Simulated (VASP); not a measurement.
# Al (Fm-3m) in VASP: settings compared

Aim: see how the results for Al move with the level of theory and the settings. Levels: LDA, PBE. Tasks: single point.

Program: VASP 6.6.1. These are calculated values, not measurements. Logs are shortened: lines on timing, memory, paths and dates and some standing lists are left out, and cuts for length are marked.

**1. The undisturbed crystal**

It takes space group Fm-3m (No. 225, cubic). Conventional cell: a = 4.050 Å, b = 4.050 Å, c = 4.050 Å, α = 90.00°, β = 90.00°, γ = 90.00°. Al (site symmetry m-3m) is surrounded by 12 Al at 2.86 Å.

**2. Single point, LDA (grid = ENCUT=400 dk=0.35 cell=2x2x1 ISMEAR=1 SIGMA=0.1 LREAL=Auto EDIFF=1e-06)**

File INCAR:

```
PREC = Accurate ; ENCUT = 400
EDIFF = 1E-6 ; ISMEAR = 1
SIGMA = 0.1 ; LREAL = Auto
LASPH = True ; NELM = 120
ALGO = Fast ; ISIF = 2
LWAVE = False ; LCHARG = False
GGA = CA ; NBANDS = 12
```

File KPOINTS:

```
regular mesh
0
Gamma
  8 8 8
```

File POSCAR:

```
Al
1.0
    0.0000000000      4.0496100000      4.0496100000
    4.0496100000      0.0000000000      4.0496100000
    2.0248050000      2.0248050000      0.0000000000
Al
3
Direct
    0.0000000000      0.5000000000      0.0000000000
    0.5000000000      0.0000000000      0.0000000000
    0.5000000000      0.5000000000      0.0000000000
```

Potentials or basis: VASP PAW LDA potentials, release 64 (Al).

Command:

```console
cat potpaw_LDA.64/Al/POTCAR > POTCAR
mpirun -np 1 vasp_std > vasp.out
```

OUTCAR:

```text
PREC = Accurate
   ENCUT = 400
   EDIFF = 1E-6
   ISMEAR = 1
   LREAL = Auto
   LASPH = True
   NELM = 120
   ISIF = 2
   GGA = CA

 Found    105 irreducible k-points:

 Following reciprocal coordinates:
            Coordinates               Weight
  0.000000  0.000000  0.000000      1.000000
  0.125000  0.000000  0.000000      4.000000
  0.250000  0.000000  0.000000      4.000000
  0.375000  0.000000  0.000000      4.000000
  0.500000  0.000000  0.000000      2.000000
  0.125000  0.125000  0.000000      2.000000
   k-points           NKPTS =    105   k-points in BZ     NKDIM =    105   number of bands    NBANDS=     12
   number of dos      NEDOS =    301   number of ions     NIONS =      3
   total plane-waves  NPLWV =  32000
   dimension x,y,z NGX =    40 NGY =   40 NGZ =   20
   dimension x,y,z NGXF=    80 NGYF=   80 NGZF=   40
   ions per type =               3
   NGX,Y,Z   is equivalent  to a cutoff of  11.61, 11.61, 11.61 a.u.
   NGXF,Y,Z  is equivalent  to a cutoff of  23.22, 23.22, 23.22 a.u.
 SYSTEM =  unknown system
   PREC   = accura    normal or accurate (medium, high low for compatibility)
   ISTART =      0    job   : 0-new  1-cont  2-samecut
   ICHARG =      2    charge: 1-file 2-atom 10-const
   ISPIN  =      1    spin polarized calculation?
   LNONCOLLINEAR =      F non collinear calculations
   LSORBIT =      F    spin-orbit coupling
   LASPH  =      T    aspherical Exc in radial PAW
   ENCUT  =  400.0 eV  29.40 Ry    5.42 a.u.   9.34  9.34  4.67*2*pi/ulx,y,z
   NELM   =    120;   NELMIN=  2; NELMDL= -5     # of ELM steps
   EDIFF  = 0.1E-05   stopping-criterion for ELM
   LREAL  =      T    real-space projection
   EDIFFG = 0.1E-04   stopping-criterion for IOM
   NSW    =      0    number of steps for IOM
[... 5 lines left out ...]
   TEBEG  =    0.0;   TEEND  =   0.0 temperature during run
   PSTRESS=    0.0 pullay stress
   NELECT =       9.0000    total number of electrons
   NUPDOWN=      -1.0000    fix difference up-down
   EMIN   =  10.00;   EMAX   =-10.00  energy-range for DOS
   EFERMI =   0.00;   METHOD = LEGACY
   ISMEAR =     1;   SIGMA  =   0.10  broadening in eV -4-tet -1-fermi 0-gaus
   EFERMI_NEDOS =   21; number of points for ismear=-14 and -15
   IALGO  =     68    algorithm
   IMIX   =      4    mixing-type and parameters
     AMIX     =   0.40;   BMIX     =  1.00
     AMIX_MAG =   1.60;   BMIX_MAG =  1.00
  volume/ion in A,a.u.               =      22.14       149.39
  Fermi-wavevector in a.u.,A,eV,Ry     =   0.840896  1.589064  9.620770  0.707107
  Thomas-Fermi vector in A             =   1.955353
   LORBIT       =      0    0 simple, 1 ext, 2 COOP (PROOUT), +10 PAW based schemes
   GGA     = CA    functional components
   LHFCALC =     F    Hartree Fock is set to
   AEXX    =    0.0000 exact exchange contribution
   IVDW    =     0    specifies the selected vdW correction
   LEPSILON=     F    determine dielectric tensor
   LRPA    =     F    only Hartree local field effects (RPA)
 non-spin polarized calculation
 RMM-DIIS sequential band-by-band and
 Methfessel and Paxton  Order N= 1 SIGMA  =   0.10
  energy-cutoff  :      400.00
  volume of cell :       66.41
 maximum number of plane-waves:      1231
 NGX is ok and might be reduce to    40
   NGX = 19   NGY = 19   NGZ =  9

 number of electron       9.0000000 magnetization

 Free energy of the ion-electron system (eV)
  ---------------------------------------------------
  ext. energy  EPLUGINS =         0.00000000
  ---------------------------------------------------
  free energy    TOTEN  =       -11.55696968 eV

  energy without entropy =      -11.55766375  energy(sigma->0) =      -11.55720103

 E-fermi :   4.7797     XC(G=0):  -9.1036

 val. band max:        4.7275885151   @ k =   0.3750   0.0000   0.3750
 cond. band min:       4.7903900673   @ k =   0.3750   0.2500   0.0000
 fundamental gap:      0.0628015521
 Fermi energy:         4.7796666419

 k-point     1 :       0.0000    0.0000    0.0000
  band No.  band energies     occupation
      1      -4.8197      2.00000
      2       0.9543      2.00000
      3       1.2565      2.00000
      4       2.5816      2.00000
      5       2.7252      2.00000
      6       4.6268      2.05274
      7       7.1403      0.00000
      8      11.6510      0.00000
      9      11.8341      0.00000
     10      12.5587      0.00000
     11      15.4313      0.00000
     12      16.6060      0.00000

 k-point     2 :       0.1250    0.0000    0.0000
  band No.  band energies     occupation
      1      -4.7296      2.00000
      2       0.0199      2.00000
      3       1.8662      2.00000
      4       2.0306      2.00000
      5       3.6647      2.00000
      6       4.6629      2.06983
      7       7.6056      0.00000
      8      10.7694      0.00000
      9      11.7239      0.00000
     10      13.0757      0.00000
     11      15.5114      0.00000
     12      15.7668      0.00000

 k-point     3 :       0.2500    0.0000    0.0000
  band No.  band energies     occupation
      1      -4.4687      2.00000
      2      -1.0632      2.00000
      3       1.6970      2.00000
      4       2.1320      2.00000
      5       4.4688      2.00010
      6       5.5774     -0.00000
      7       8.5848      0.00000
      8       9.4411      0.00000
      9      11.9336      0.00000
     10      13.4090      0.00000
     11      13.5583      0.00000
     12      14.8554      0.00000

 k-point     4 :       0.3750    0.0000    0.0000
  band No.  band energies     occupation
      1      -4.0875      2.00000
      2      -1.9688      2.00000
      3       1.5576      2.00000
      4       2.0588      2.00000
      5       5.2532     -0.00000
      6       7.0928      0.00000
      7       7.8760      0.00000
      8      10.4117      0.00000
      9      11.3400      0.00000
     10      12.2334      0.00000
     11      13.8303      0.00000
     12      14.1122      0.00000

 k-point     5 :       0.5000    0.0000    0.0000
  band No.  band energies     occupation
      1      -3.8340      2.00000
      2      -2.4006      2.00000
      3       1.5282      2.00000
      4       1.9850      2.00000
      5       6.1991     -0.00000
      6       6.4441     -0.00000
      7       9.2491      0.00000
      8       9.3059      0.00000
      9      12.1655      0.00000
     10      12.3333      0.00000
     11      12.4230      0.00000
     12      13.7716      0.00000

 k-point     6 :       0.1250    0.1250    0.0000
  band No.  band energies     occupation
      1      -4.6945      2.00000
      2       0.3129      2.00000
      3       0.7951      2.00000
      4       3.0499      2.00000
      5       3.2942      2.00000
      6       4.3764      2.00000
      7       8.2137      0.00000
      8      11.7537      0.00000
      9      11.9427      0.00000
     10      12.6489      0.00000
     11      15.0160      0.00000
     12      15.4567      0.00000

 [... further k-points ...]

------------------------ aborting loop because EDIFF is reached ----------------------------------------

  FORCE on cell =-STRESS in cart. coord.  units (eV):
  Direction    XX          YY          ZZ          XY          YZ          ZX
  --------------------------------------------------------------------------------------
  -------------------------------------------------------------------------------------
  Total       -2.6398114     -2.6398114     -2.4115555     -0.4898981      0.0000000      0.0000000
  in kB      -63.6859867    -63.6859867    -58.1792657    -11.8188910      0.0000000      0.0000000
  external PRESSURE =     -61.8504130 kB  Pullay stress =       0.0000000 kB

 VOLUME and BASIS-vectors are now :
 -----------------------------------------------------------------------------
  energy-cutoff  :      400.00
  volume of cell :       66.41
      direct lattice vectors                 reciprocal lattice vectors
     0.000000000  4.049610000  4.049610000    -0.123468680  0.123468680  0.123468680
     4.049610000  0.000000000  4.049610000     0.123468680 -0.123468680  0.123468680
     2.024805000  2.024805000  0.000000000     0.246937359  0.246937359 -0.246937359

 POSITION                                       TOTAL-FORCE (eV/Angst)
 -----------------------------------------------------------------------------------
      2.02481      0.00000      2.02481        -0.000000      0.000000      0.000000
      0.00000      2.02481      2.02481        -0.000000     -0.000000     -0.000000
      2.02481      2.02481      4.04961         0.000000      0.000000     -0.000000
 -----------------------------------------------------------------------------------
    total drift:                               -0.000000      0.000000     -0.000000

  FREE ENERGIE OF THE ION-ELECTRON SYSTEM (eV)
  ---------------------------------------------------
  free  energy   TOTEN  =       -11.5569696761 eV

  energy  without entropy=      -11.5576637506  energy(sigma->0) =      -11.55720103
```

OSZICAR:

```text
N       E                     dE             d eps       ncg     rms          rms(c)
DAV:   1     0.188200060388E+01    0.18820E+01   -0.26595E+03  2520   0.443E+02
DAV:   2    -0.112709148593E+02   -0.13153E+02   -0.12588E+02  3276   0.661E+01
DAV:   3    -0.117173670814E+02   -0.44645E+00   -0.43793E+00  3248   0.101E+01
DAV:   4    -0.117223578832E+02   -0.49908E-02   -0.49893E-02  2996   0.132E+00
DAV:   5    -0.117224394146E+02   -0.81531E-04   -0.81531E-04  3176   0.166E-01    0.218E+00
RMM:   6    -0.116017888727E+02    0.12065E+00   -0.50415E-02  2532   0.794E-01    0.123E+00
RMM:   7    -0.115578465497E+02    0.43942E-01   -0.55857E-02  2682   0.916E-01    0.221E-01
RMM:   8    -0.115569104040E+02    0.93615E-03   -0.57970E-03  2822   0.401E-01    0.105E-01
RMM:   9    -0.115569542956E+02   -0.43892E-04   -0.81288E-04  2971   0.177E-01    0.437E-02
RMM:  10    -0.115569672314E+02   -0.12936E-04   -0.11871E-04  3044   0.751E-02    0.222E-02
RMM:  11    -0.115569696159E+02   -0.23845E-05   -0.37966E-05  2987   0.377E-02    0.763E-03
RMM:  12    -0.115569696761E+02   -0.60296E-07   -0.90087E-06  2858   0.198E-02
   1 F= -.11556970E+02 E0= -.11557201E+02  d E =0.694074E-03
```

stdout:

```text
POSCAR found type information on POSCAR Al
 POSCAR found :  1 types and       3 ions
 scaLAPACK will be used
 -----------------------------------------------------------------------------
|                                                                             |
|                                                                             |
|     You have a (more or less) 'small supercell' and for smaller cells       |
|     it is recommended to use the reciprocal-space projection scheme!        |
|     The real-space optimization is not efficient for small cells and it     |
|     is also less accurate ...                                               |
|     Therefore, set LREAL=.FALSE. in the INCAR file.                         |
|                                                                             |
 -----------------------------------------------------------------------------

 LDA part: xc-table for (Slater(with rela. corr.)+CA(PZ))
 , standard interpolation
 POSCAR, INCAR and KPOINTS ok, starting setup
 FFT: planning ... GRIDC
 FFT: planning ... GRID_SOFT
 FFT: planning ... GRID
 WAVECAR not read
 entering main loop
```

Run time: 39 s. Hardware: 1 thread of Intel Xeon Platinum 8559C (Emerald Rapids), shared host; peak memory 0.16 GiB.

These settings aren't checked as converged: the numbers below hold their error.

Results:

```yaml
Free_energy: -11.5570 eV
Pressure: -6.2 GPa
Band_gap_on_the_k_mesh: none (metal or under the smearing width)
```

**3. Single point, LDA (grid = ENCUT=350 dk=0.27 cell=2x2x1 ISMEAR=1 SIGMA=0.1 LREAL=Auto EDIFF=1e-06)**

Changes to INCAR since step 2:

```diff
@@ -1,2 +1,2 @@
-PREC = Accurate ; ENCUT = 400
+PREC = Accurate ; ENCUT = 350
 EDIFF = 1E-6 ; ISMEAR = 1
```

File KPOINTS:

```
regular mesh
0
Gamma
  10 10 10
```

POSCAR is that of step 2.

Potentials or basis: VASP PAW LDA potentials, release 64 (Al).

Command:

```console
cat potpaw_LDA.64/Al/POTCAR > POTCAR
mpirun -np 1 vasp_std > vasp.out
```

OUTCAR:

```text
PREC = Accurate
   ENCUT = 350
   EDIFF = 1E-6
   ISMEAR = 1
   LREAL = Auto
   LASPH = True
   NELM = 120
   ISIF = 2
   GGA = CA

 Found    186 irreducible k-points:

 Following reciprocal coordinates:
            Coordinates               Weight
  0.000000  0.000000  0.000000      1.000000
  0.100000  0.000000  0.000000      4.000000
  0.200000  0.000000  0.000000      4.000000
  0.300000  0.000000  0.000000      4.000000
  0.400000  0.000000  0.000000      4.000000
  0.500000  0.000000  0.000000      2.000000
   k-points           NKPTS =    186   k-points in BZ     NKDIM =    186   number of bands    NBANDS=     12
   number of dos      NEDOS =    301   number of ions     NIONS =      3
   total plane-waves  NPLWV =  23328
   dimension x,y,z NGX =    36 NGY =   36 NGZ =   18
   dimension x,y,z NGXF=    72 NGYF=   72 NGZF=   36
   ions per type =               3
   NGX,Y,Z   is equivalent  to a cutoff of  10.45, 10.45, 10.45 a.u.
   NGXF,Y,Z  is equivalent  to a cutoff of  20.90, 20.90, 20.90 a.u.
 SYSTEM =  unknown system
   PREC   = accura    normal or accurate (medium, high low for compatibility)
   ISTART =      0    job   : 0-new  1-cont  2-samecut
   ICHARG =      2    charge: 1-file 2-atom 10-const
   ISPIN  =      1    spin polarized calculation?
   LNONCOLLINEAR =      F non collinear calculations
   LSORBIT =      F    spin-orbit coupling
   LASPH  =      T    aspherical Exc in radial PAW
   ENCUT  =  350.0 eV  25.72 Ry    5.07 a.u.   8.74  8.74  4.37*2*pi/ulx,y,z
   NELM   =    120;   NELMIN=  2; NELMDL= -5     # of ELM steps
   EDIFF  = 0.1E-05   stopping-criterion for ELM
   LREAL  =      T    real-space projection
   EDIFFG = 0.1E-04   stopping-criterion for IOM
   NSW    =      0    number of steps for IOM
[... 5 lines left out ...]
   TEBEG  =    0.0;   TEEND  =   0.0 temperature during run
   PSTRESS=    0.0 pullay stress
   NELECT =       9.0000    total number of electrons
   NUPDOWN=      -1.0000    fix difference up-down
   EMIN   =  10.00;   EMAX   =-10.00  energy-range for DOS
   EFERMI =   0.00;   METHOD = LEGACY
   ISMEAR =     1;   SIGMA  =   0.10  broadening in eV -4-tet -1-fermi 0-gaus
   EFERMI_NEDOS =   21; number of points for ismear=-14 and -15
   IALGO  =     68    algorithm
   IMIX   =      4    mixing-type and parameters
     AMIX     =   0.40;   BMIX     =  1.00
     AMIX_MAG =   1.60;   BMIX_MAG =  1.00
  volume/ion in A,a.u.               =      22.14       149.39
  Fermi-wavevector in a.u.,A,eV,Ry     =   0.840896  1.589064  9.620770  0.707107
  Thomas-Fermi vector in A             =   1.955353
   LORBIT       =      0    0 simple, 1 ext, 2 COOP (PROOUT), +10 PAW based schemes
   GGA     = CA    functional components
   LHFCALC =     F    Hartree Fock is set to
   AEXX    =    0.0000 exact exchange contribution
   IVDW    =     0    specifies the selected vdW correction
   LEPSILON=     F    determine dielectric tensor
   LRPA    =     F    only Hartree local field effects (RPA)
 non-spin polarized calculation
 RMM-DIIS sequential band-by-band and
 Methfessel and Paxton  Order N= 1 SIGMA  =   0.10
  energy-cutoff  :      350.00
  volume of cell :       66.41
 maximum number of plane-waves:      1005
   NGX = 17   NGY = 17   NGZ =  9

 number of electron       9.0000000 magnetization

 Free energy of the ion-electron system (eV)
  ---------------------------------------------------
  ext. energy  EPLUGINS =         0.00000000
  ---------------------------------------------------
  free energy    TOTEN  =       -11.54749551 eV

  energy without entropy =      -11.54673491  energy(sigma->0) =      -11.54724198

 E-fermi :   4.7217     XC(G=0):  -9.1003

 val. band max:        4.7049785220   @ k =  -0.3000   0.2000   0.3000
 cond. band min:       4.7222235555   @ k =   0.4000   0.4000   0.5000
 fundamental gap:      0.0172450335
 Fermi energy:         4.7217327410

 k-point     1 :       0.0000    0.0000    0.0000
  band No.  band energies     occupation
      1      -4.8023      2.00000
      2       0.9785      2.00000
      3       1.2649      2.00000
      4       2.5922      2.00000
      5       2.7425      2.00000
      6       4.6177      2.05766
      7       7.1302      0.00000
      8      11.6715      0.00000
      9      11.8463      0.00000
     10      12.5576      0.00000
     11      15.4440      0.00000
     12      16.5867      0.00000
[... 61 lines left out ...]
 k-point     6 :       0.5000    0.0000    0.0000
  band No.  band energies     occupation
      1      -3.8104      2.00000
      2      -2.3926      2.00000
      3       1.5375      2.00000
      4       1.9992      2.00000
      5       6.2013     -0.00000
      6       6.4388     -0.00000
      7       9.2654      0.00000
      8       9.3280      0.00000
      9      12.1641      0.00000
     10      12.3198      0.00000
     11      12.4497      0.00000
     12      13.7827      0.00000

 [... further k-points ...]

------------------------ aborting loop because EDIFF is reached ----------------------------------------

  FORCE on cell =-STRESS in cart. coord.  units (eV):
  Direction    XX          YY          ZZ          XY          YZ          ZX
  --------------------------------------------------------------------------------------
  -------------------------------------------------------------------------------------
  Total       -2.2718914     -2.2718914     -2.9045052      0.3335792      0.0000000      0.0000000
  in kB      -54.8098425    -54.8098425    -70.0717774      8.0476654      0.0000000      0.0000000
  external PRESSURE =     -59.8971541 kB  Pullay stress =       0.0000000 kB

 VOLUME and BASIS-vectors are now :
 -----------------------------------------------------------------------------
  energy-cutoff  :      350.00
  volume of cell :       66.41
      direct lattice vectors                 reciprocal lattice vectors
     0.000000000  4.049610000  4.049610000    -0.123468680  0.123468680  0.123468680
     4.049610000  0.000000000  4.049610000     0.123468680 -0.123468680  0.123468680
     2.024805000  2.024805000  0.000000000     0.246937359  0.246937359 -0.246937359

 POSITION                                       TOTAL-FORCE (eV/Angst)
 -----------------------------------------------------------------------------------
      2.02481      0.00000      2.02481        -0.000000     -0.000000      0.000000
      0.00000      2.02481      2.02481         0.000000      0.000000     -0.000000
      2.02481      2.02481      4.04961        -0.000000     -0.000000     -0.000000
 -----------------------------------------------------------------------------------
    total drift:                                0.000000     -0.000000     -0.000000

  FREE ENERGIE OF THE ION-ELECTRON SYSTEM (eV)
  ---------------------------------------------------
  free  energy   TOTEN  =       -11.5474955106 eV

  energy  without entropy=      -11.5467349067  energy(sigma->0) =      -11.54724198
```

It took 48 s on 1 thread of Intel Xeon Platinum 8559C (Emerald Rapids), shared host; peak memory 0.16 GiB.

These settings aren't checked as converged: the numbers below hold their error.

Results:

```
Free energy            : -11.5475 eV
Pressure               : -6.0 GPa
Band gap on the k mesh : none (metal or under the smearing width)
```

**4. Single point, LDA (grid = ENCUT=500 dk=0.35 cell=2x2x1 ISMEAR=1 SIGMA=0.1 LREAL=Auto EDIFF=1e-06)**

Changes to INCAR since step 3:

```diff
@@ -1,2 +1,2 @@
-PREC = Accurate ; ENCUT = 350
+PREC = Accurate ; ENCUT = 500
 EDIFF = 1E-6 ; ISMEAR = 1
```

File KPOINTS:

```
regular mesh
0
Gamma
  8 8 8
```

POSCAR is that of step 3.

Command:

```console
cat potpaw_LDA.64/Al/POTCAR > POTCAR
mpirun -np 1 vasp_std > vasp.out
```

It took 54 s on 1 thread of Intel Xeon Platinum 8559C (Emerald Rapids), shared host; peak memory 0.18 GiB.

The run converged, but some of its settings lie outside the range that counts as converged, so its numbers aren't taken as properties of the crystal.

What came out:

```yaml
Free_energy: -11.5568 eV
Pressure: -6.2 GPa
Band_gap_on_the_k_mesh: none (metal or under the smearing width)
```

[end of part 1 of 2]
